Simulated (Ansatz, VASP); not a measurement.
# NaI in VASP and in Ansatz

```
CELL_PARAMETERS angstrom
0.00000 3.12793 3.12793
3.12793 0.00000 3.12793
3.12793 3.12793 0.00000
ATOMIC_POSITIONS crystal
Na 0.00000 0.00000 0.00000
I 0.50000 0.50000 0.50000
```

Alike in both runs: task single point; functional PBE; k mesh 6 × 6 × 6; occupations gaussian, width 0.02 eV; no spin polarisation.

|  | VASP | Ansatz |
| --- | --- | --- |
| version | VASP 6.6.1 | Ansatz 0.2.0 |
| potentials or method | VASP PAW PBE potentials, release 64 (Na_pv, I) | scalar-relativistic, plane waves, PAW |
| plane-wave cutoff (eV) | 520 | 420 |
| valence electrons in the cell | 14 | 26 |

|  | VASP | Ansatz | Ansatz less VASP |
| --- | --- | --- | --- |
| gap on the k mesh at the Fermi level (eV) | 3.94 | 3.94 | +0.004 |
| least direct gap on the mesh (eV) | 3.94 | 3.94 | +0.004 |
| pressure (GPa) | 2.7 | 2.6 | -0.03 |

The two sets of potentials don't hold the same shells in valence.

Caveats: spin-orbit coupling is left out, which moves the levels of the heavy elements. As with any semilocal functional, this PBE gap is likely too small.
